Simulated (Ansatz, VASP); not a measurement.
One calculation of BiTe, two programs

```
Bi Te
1.0
     0.00000    3.25119    3.25119
     3.25119    0.00000    3.25119
     3.25119    3.25119    0.00000
Bi Te
1 1
Direct
  0.96948 0.03052 0.03052
  0.54998 0.45002 0.45002
```

Change from the starting cell: mode 4 frozen in at -0.325 Å and mode 5 at +0.000 Å (largest displacements).

Alike in both runs: task single point; functional PBE; k mesh 12 × 12 × 12; occupations gaussian, width 0.15 eV; no spin polarisation.

|  | VASP | Ansatz |
| --- | --- | --- |
| version | VASP 6.6.1 | Ansatz 0.2.0 |
| potentials or method | VASP PAW PBE potentials, release 64 (Bi_d, Te) | scalar-relativistic, plane waves, PAW |
| plane-wave cutoff (eV) | 520 | 420 |
| valence electrons in the cell | 21 | 31 |

VASP gave:

```
gap on the k mesh at the Fermi level (eV)       : none
pressure (GPa)                                  : 5.0
largest component of the traceless stress (GPa) : 5.07
rms of the force components (eV/Å)              : 1.220
```

**Question.** Estimate Ansatz's values.

**Answer.** gap on the k mesh at the Fermi level (eV): none; pressure (GPa): 5.0; largest component of the traceless stress (GPa): 5.00; rms of the force components (eV/Å): 1.210.

Atom by atom the forces differ by 0.011 eV/Å (rms over components). A gap of «none» marks a metal or a gap that the smearing closes. The two sets of potentials don't hold the same shells in valence.

Caveats: spin-orbit coupling is left out, which moves the levels of the heavy elements; forces of over 1 eV/Å show positions far from the minimum, so gaps and moduli don't describe the material at rest.
